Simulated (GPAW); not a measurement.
# ZnSe (P4/nmm) in GPAW: convergence with k mesh

Aim: find how far k mesh must go before the results for ZnSe settle, at PBE. This setting moves, with any that are tied to it; all else stays.

Program: GPAW 26.7.0. These are calculated values, not measurements. Logs are shortened: lines on timing, memory, paths and dates and some standing lists are left out, and cuts for length are marked. The log counts tension as positive stress, the text compression.

### 1 Starting point

It takes space group P4/nmm (No. 129, tetragonal). Conventional cell: a = 4.108 Å, b = 4.108 Å, c = 6.070 Å, α = 90.00°, β = 90.00°, γ = 90.00°. Around Se (site symmetry 4mm) lie 4 Zn at 2.54 Å. Zn (site symmetry -4m2) is surrounded by 4 Se at 2.54 Å and 4 Zn at 2.90 Å.

Measurements of this composition are mostly on another form, of space group No. 216.

### 2 With k mesh 2 × 2 × 1

File run.py:

```python
from ase.dft.bandgap import bandgap
from ase.io import read, write
from ase.units import GPa
from gpaw import GPAW, PW, setup_paths

setup_paths.insert(0, '.')

atoms = read('POSCAR')

calc = GPAW(mode=PW(600),
            xc='PBE',
            kpts={'size': (2, 2, 1), 'gamma': True},
            occupations={'name': 'fermi-dirac', 'width': 0.05},
            setups={'Se': 'jth', 'Zn': 'jth'},
            nbands=-13,
            convergence={'density': 1e-05, 'energy': 1e-05},
            maxiter=100,
            txt='gpaw.txt')
atoms.calc = calc
energy = atoms.get_potential_energy()
forces = atoms.get_forces()
stress = atoms.get_stress()
calc.write('gs.gpw')
write('result.traj', atoms)
print(f'Energy: {energy:.6f} eV')
print('Forces (eV/A):')
print(forces.round(4))
print('Stress (GPa):', (stress / GPa).round(3))
print('Fermi level:', round(calc.get_fermi_level(), 4), 'eV')
print(f'Gap: {bandgap(calc)[0]:.4f} eV, direct: {bandgap(calc, direct=True)[0]:.4f} eV')
```

File POSCAR:

```
ZnSe
1.0
    4.1077020000      0.0000000000      0.0000000000
    0.0000000000      4.1077020000      0.0000000000
    0.0000000000      0.0000000000      6.0703500000
Se Zn
2 2
Direct
    0.5000000000      0.0000000000      0.7537200000
    0.0000000000      0.5000000000      0.2462800000
    0.5000000000      0.5000000000      0.0000000000
    0.0000000000      0.0000000000      0.0000000000
```

Potentials or basis: JTH PAW 2.0, PBE, pw.

Run with:

```console
OMP_NUM_THREADS=1 python run.py
```

Run time: 9.3 s. Hardware: 1 thread of Arm Neoverse V1, shared host; peak memory 0.16 GiB.

What came out:

* Free energy: -10.4008 eV
* Pressure: 2.6 GPa
* Largest force: 0.063 eV/Å
* Band gap on the k mesh: 1.83 eV, direct

### 3 With k mesh 2 × 2 × 2

Edit run.py of step 2 so:

```diff
@@ -11,3 +11,3 @@
             xc='PBE',
-            kpts={'size': (2, 2, 1), 'gamma': True},
+            kpts={'size': (2, 2, 2), 'gamma': True},
             occupations={'name': 'fermi-dirac', 'width': 0.05},
```

POSCAR is that of step 2.

Potentials or basis: JTH PAW 2.0, PBE, pw.

Run with:

```console
OMP_NUM_THREADS=1 python run.py
```

It took 15 s on 1 thread of Arm Neoverse V1, shared host; peak memory 0.17 GiB.

Results:

```yaml
Free_energy: -10.3851 eV
Pressure: 2.7 GPa
Largest_force: 0.171 eV/Å
Band_gap_on_the_k_mesh: 1.83 eV, direct
```

### 4 With k mesh 3 × 3 × 2

Edit run.py of step 3 so:

```diff
@@ -11,3 +11,3 @@
             xc='PBE',
-            kpts={'size': (2, 2, 2), 'gamma': True},
+            kpts={'size': (3, 3, 2), 'gamma': True},
             occupations={'name': 'fermi-dirac', 'width': 0.05},
```

POSCAR is that of step 3.

Run with:

```console
OMP_NUM_THREADS=1 python run.py
```

It took 15 s on 1 thread of Arm Neoverse V1, shared host; peak memory 0.17 GiB.

Results:

```yaml
Free_energy: -11.1599 eV
Pressure: 1.2 GPa
Largest_force: 0.109 eV/Å
Band_gap_on_the_k_mesh: 1.91 eV, direct
```

### 5 With k mesh 4 × 4 × 3

Edit run.py of step 4 so:

```diff
@@ -11,3 +11,3 @@
             xc='PBE',
-            kpts={'size': (3, 3, 2), 'gamma': True},
+            kpts={'size': (4, 4, 3), 'gamma': True},
             occupations={'name': 'fermi-dirac', 'width': 0.05},
```

POSCAR is that of step 4.

Run with:

```console
OMP_NUM_THREADS=1 python run.py
```

Wall time 27 s (1 thread of Arm Neoverse V1, shared host); peak memory 0.18 GiB.

The run converged. Its results:

```yaml
Free_energy: -11.3122 eV
Pressure: 0.8 GPa
Largest_force: 0.106 eV/Å
Band_gap_on_the_k_mesh: 1.94 eV, direct
```

### 6 With k mesh 5 × 5 × 4

Edit run.py of step 5 so:

```diff
@@ -11,3 +11,3 @@
             xc='PBE',
-            kpts={'size': (4, 4, 3), 'gamma': True},
+            kpts={'size': (5, 5, 4), 'gamma': True},
             occupations={'name': 'fermi-dirac', 'width': 0.05},
```

POSCAR is that of step 5.

Potentials or basis: JTH PAW 2.0, PBE, pw.

Run with:

```console
OMP_NUM_THREADS=1 python run.py
```

Run time: 38 s. Hardware: 1 thread of Arm Neoverse V1, shared host; peak memory 0.2 GiB.

It converged, with:

* Free energy: -11.3464 eV
* Pressure: 0.7 GPa
* Largest force: 0.104 eV/Å
* Band gap on the k mesh: 1.95 eV, direct

### 7 With k mesh 6 × 6 × 4

Edit run.py of step 6 so:

```diff
@@ -11,3 +11,3 @@
             xc='PBE',
-            kpts={'size': (5, 5, 4), 'gamma': True},
+            kpts={'size': (6, 6, 4), 'gamma': True},
             occupations={'name': 'fermi-dirac', 'width': 0.05},
```

POSCAR is that of step 6.

Run with:

```console
OMP_NUM_THREADS=1 python run.py
```

Run time: 63 s. Hardware: 1 thread of Arm Neoverse V1, shared host; peak memory 0.23 GiB.

Results (log left out):

```yaml
Free_energy: -11.3555 eV
Pressure: 0.7 GPa
Largest_force: 0.102 eV/Å
Band_gap_on_the_k_mesh: 1.95 eV, direct
```

### 8 With k mesh 7 × 7 × 5

Edit run.py of step 7 so:

```diff
@@ -11,3 +11,3 @@
             xc='PBE',
-            kpts={'size': (6, 6, 4), 'gamma': True},
+            kpts={'size': (7, 7, 5), 'gamma': True},
             occupations={'name': 'fermi-dirac', 'width': 0.05},
```

POSCAR is that of step 7.

Run with:

```console
OMP_NUM_THREADS=1 python run.py
```

Run time: 64 s. Hardware: 1 thread of Arm Neoverse V1, shared host; peak memory 0.23 GiB.

It converged, with:

```
Free energy            : -11.3582 eV
Pressure               : 0.7 GPa
Largest force          : 0.101 eV/Å
Band gap on the k mesh : 1.95 eV, direct
```

### 9 With k mesh 9 × 9 × 6

Edit run.py of step 8 so:

```diff
@@ -11,3 +11,3 @@
             xc='PBE',
-            kpts={'size': (7, 7, 5), 'gamma': True},
+            kpts={'size': (9, 9, 6), 'gamma': True},
             occupations={'name': 'fermi-dirac', 'width': 0.05},
```

POSCAR is that of step 8.

Potentials or basis: JTH PAW 2.0, PBE, pw.

Run with:

```console
OMP_NUM_THREADS=1 python run.py
```

gpaw.txt:

```text
__  _  _
 | _ |_)|_||  |
 |__||  | ||/\| - 26.7.0

Input parameters:
  mode=PW(ecut=600.0),
  convergence={'density': 1e-05, 'energy': 1e-05},
  kpts=MonkhorstPack(size=(9, 9, 6), gamma=True),
  maxiter=100,
  nbands=-13,
  occupations=Occupations(name='fermi-dirac', width=0.05),
  setups={'Se': 'jth', 'Zn': 'jth'},
  xc=XC(name='PBE')

Diagonalizing LCAO Hamiltonian
Converting LCAO to pw mode
    .---------.
   /|         |
  / |         |
 *  |         |
 |  |         |
 |  | Se      |
 |  |         |
 |Se.---------.
 | /         /
 |/    Zn   /
 Zn--------*

Atoms  # Å, Bohr magnetons
|   | symbol |        x |        y |        z |    initial magnetic moments |
|---|--------|----------|----------|----------|-----------------------------|
| 0 |     Se | 2.053851 | 0.000000 | 4.575344 | ( 0.0000,  0.0000,  0.0000) |
| 1 |     Se | 0.000000 | 2.053851 | 1.495006 | ( 0.0000,  0.0000,  0.0000) |
| 2 |     Zn | 2.053851 | 2.053851 | 0.000000 | ( 0.0000,  0.0000,  0.0000) |
| 3 |     Zn | 0.000000 | 0.000000 | 0.000000 | ( 0.0000,  0.0000,  0.0000) |

Unit cell  # Å
| periodic |        x |        y |        z |  lengths |    angles |
|----------|----------|----------|----------|----------|-----------|
|      yes | 4.107702 | 0.000000 | 0.000000 | 4.107702 | 90.000000 |
|      yes | 0.000000 | 4.107702 | 0.000000 | 4.107702 | 90.000000 |
|      yes | 0.000000 | 0.000000 | 6.070350 | 6.070350 | 90.000000 |

Number of symmetries: 8
Symmetry operations  # r_c * U_cc + t_c -> r_c
|   | kind |            matrix            |
|---|------|------------------------------|
| 0 |  E   |  1, 0, 0,  0, 1, 0,  0, 0, 1 |
| 1 |  σ   |  1, 0, 0,  0,-1, 0,  0, 0, 1 |
| 2 |  C2  |  0, 1, 0,  1, 0, 0,  0, 0,-1 |
| 3 |  S4  |  0, 1, 0, -1, 0, 0,  0, 0,-1 |
| 4 |  S4  |  0,-1, 0,  1, 0, 0,  0, 0,-1 |
| 5 |  C2  |  0,-1, 0, -1, 0, 0,  0, 0,-1 |
| 6 |  σ   | -1, 0, 0,  0, 1, 0,  0, 0, 1 |
| 7 |  C2  | -1, 0, 0,  0,-1, 0,  0, 0, 1 |

BZ-sampling:
  Number of BZ points: 486
  Number of IBZ points: 60

  Monkhorst-Pack size: [9, 9, 6]
  Monkhorst-Pack shift: [0.0, 0.0, 0.08333333333333333]

[... 93 lines left out ...]
  niter=2

density mixing:
  MSR1-Mixer
  Pratt-step length: 0.05
  Maximum mixing coefficient: 0.75
  Old densities: 10
  SVD Regularization: 0.005
  Good broyden scale: 1.0
  Trust region scale: 1.0
  Backstep threshold: 4.0
  History deletion threshold: 6.0
  Fourier metric: weight=20.0, sigma=0.015

occupation numbers:
  Fermi-Dirac:
    width: 0.0500  # eV

poisson solver:
  ecut: 4800.0  # eV

xc functional:
  name: PBE with 2 nearest neighbor stencil

convergence criteria:
[... 6 lines left out ...]
|iter     | |      energy | eigst |  dens |
|---------|-|-------------|-------|-------|
|iter:   1| |  -11.963316 | +0.46 |       |
|iter:   2| |  -11.821056 | -1.67 | -1.24 |
|iter:   3| |  -11.373546 | -1.15 | -1.28 |
|iter:   4| |  -11.359066 | -2.75 | -1.78 |
|iter:   5| |  -11.359279 | -2.78 | -2.27 |
|iter:   6| |  -11.359184c| -3.98 | -2.84 |
|iter:   7| |  -11.359238c| -4.77 | -3.35 |
|iter:   8| |  -11.359246c| -5.58 | -3.82 |
|iter:   9| |  -11.359247c| -6.37 | -4.58 |
|iter:  10| |  -11.359247c| -7.14 | -5.05c|
|iter:  11| |  -11.359247c| -7.94c| -5.47c|

Converged in 11 steps
Energy contributions relative to reference atoms: (reference = -229989.670457)

Energy contributions:
  Kinetic:          16.563403
  Coulomb:         -13.727962
  Zero:              0.157107
  External:          0.000000
  Xc:              -14.351795
  Entropy:          -0.000000
  Spinorbit:         0.000000
  ----------------------------
  Free energy:     -11.359247
  Extrapolated:    -11.359247

dipole moment: (-33.507170, -33.507170, -29.993280)  # |e|*Ang

Fermi level: 2.748
Eigenvalues  # (at kpt = [0.000, 0.000, 0.000])
| band index |      eig [eV] | occ [0-2] |
|------------|---------------|-----------|
|          0 |       -11.105 |     2.000 |
|        ... |               |           |
|         10 |        -4.258 |     2.000 |
|         11 |        -4.047 |     2.000 |
|         12 |        -2.293 |     2.000 |
|         13 |        -0.350 |     2.000 |
|         14 |        -0.350 |     2.000 |
|         15 |         1.758 |     2.000 |
[... 8 lines left out ...]
|         24 |        11.686 |     0.000 |
|         25 |        12.349 |     0.000 |
|        ... |               |           |
|         30 |        14.200 |     0.000 |

Gap: 1.952 eV
Transition (v -> c):
  (s=0, k=0, n=17, [0.00, 0.00, 0.00]) -> (s=0, k=0, n=18, [0.00, 0.00, 0.00])
No difference between direct/indirect transitions

Forces  # eV/Ang
|       x |       y |        z |
|---------|---------|----------|
| 0.00000 | 0.00000 |  0.09987 |  # Se   0
| 0.00000 | 0.00000 | -0.09987 |  # Se   1
| 0.00000 | 0.00000 |  0.00000 |  # Zn   2
| 0.00000 | 0.00000 |  0.00000 |  # Zn   3

Stress tensor  # eV/Ang^3
|         x |         y |         z |
|-----------|-----------|-----------|
| -0.004202 |  0.000000 |  0.000000 |
|  0.000000 | -0.004202 |  0.000000 |
|  0.000000 |  0.000000 | -0.004815 |

# Writing to gs.gpw (mode='')
```

It took 2.1 min on 1 thread of Arm Neoverse V1, shared host; peak memory 0.3 GiB.

Results:

```
Free energy            : -11.3592 eV
Pressure               : 0.7 GPa
Largest force          : 0.100 eV/Å
Band gap on the k mesh : 1.95 eV, direct
```

### 10 Result

| k mesh | energy less the tightest run, at zero smearing (meV/atom) | pressure (GPa) | largest force (eV/Å) | gap on the mesh (eV) | SCF cycles | CPU time (s) | peak memory (GiB) |
| --- | --- | --- | --- | --- | --- | --- | --- |
| 2 × 2 × 1 | 239.62 | 2.56 | 0.063 | 1.833 | 11 | 9.3 | 0.16 |
| 2 × 2 × 2 | 243.53 | 2.69 | 0.171 | 1.829 | 11 | 15 | 0.17 |
| 3 × 3 × 2 | 49.84 | 1.18 | 0.109 | 1.913 | 11 | 15 | 0.17 |
| 4 × 4 × 3 | 11.77 | 0.83 | 0.106 | 1.940 | 11 | 27 | 0.18 |
| 5 × 5 × 4 | 3.22 | 0.74 | 0.104 | 1.948 | 11 | 38 | 0.2 |
| 6 × 6 × 4 | 0.95 | 0.72 | 0.102 | 1.951 | 11 | 63 | 0.23 |
| 7 × 7 × 5 | 0.27 | 0.71 | 0.101 | 1.952 | 11 | 64 | 0.23 |
| 9 × 9 × 6 | 0.00 | 0.71 | 0.100 | 1.952 | 11 | 120 | 0.3 |

Against the tightest run, the energy stays within 1 meV/atom from 6 × 6 × 4 on; the pressure stays within 0.1 GPa from 5 × 5 × 4 on; the largest force stays within 0.005 eV/Å from 5 × 5 × 4 on; the gap on the mesh stays within 0.01 eV from 5 × 5 × 4 on. Meshes of other sizes hit other points, so gaps and Fermi surfaces needn't settle smoothly. The tightest run that finished is the yardstick and may itself not be fully converged.

Caveats: the program truncates these outside data sets; an odd mesh through Γ misses points on the zone boundary, where band edges often lie.
